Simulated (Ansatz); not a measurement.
## simple cubic against fcc along group 14

The calculation used Ansatz 0.2.0, DFT, PBEsol, plane waves (420 eV) with PAW, scalar-relativistic. The PAW files were generated under PBE, with cores re-solved for the functional.

Each structure is relaxed within its symmetry, in the lowest magnetic state of the tried starts. Differences under about 8 meV lie within the error of the k-point mesh.

```json
{"element": "C", "E(simple cubic) − E(fcc) (meV/atom)": "?", "V(simple cubic) (Å³/atom)": "?", "V(fcc) (Å³/atom)": "?", "state of simple cubic": "?", "state of fcc": "?"}
{"element": "Si", "E(simple cubic) − E(fcc) (meV/atom)": "-145", "V(simple cubic) (Å³/atom)": "15.83", "V(fcc) (Å³/atom)": "14.03", "state of simple cubic": "spin not included", "state of fcc": "spin not included"}
{"element": "Ge", "E(simple cubic) − E(fcc) (meV/atom)": "-90", "V(simple cubic) (Å³/atom)": "19.01", "V(fcc) (Å³/atom)": "18.51", "state of simple cubic": "spin not included", "state of fcc": "spin not included"}
{"element": "Sn", "E(simple cubic) − E(fcc) (meV/atom)": "18", "V(simple cubic) (Å³/atom)": "27.79", "V(fcc) (Å³/atom)": "26.55", "state of simple cubic": "spin not included", "state of fcc": "spin not included"}
{"element": "Pb", "E(simple cubic) − E(fcc) (meV/atom)": "196", "V(simple cubic) (Å³/atom)": "32.18", "V(fcc) (Å³/atom)": "29.90", "state of simple cubic": "spin not included", "state of fcc": "spin not included"}
```

(1) Fill in the row of C.

Results:

(1) E(simple cubic) − E(fcc) (meV/atom): -1874; V(simple cubic) (Å³/atom): 5.41; V(fcc) (Å³/atom): 7.00; state of simple cubic: spin not included; state of fcc: spin not included.
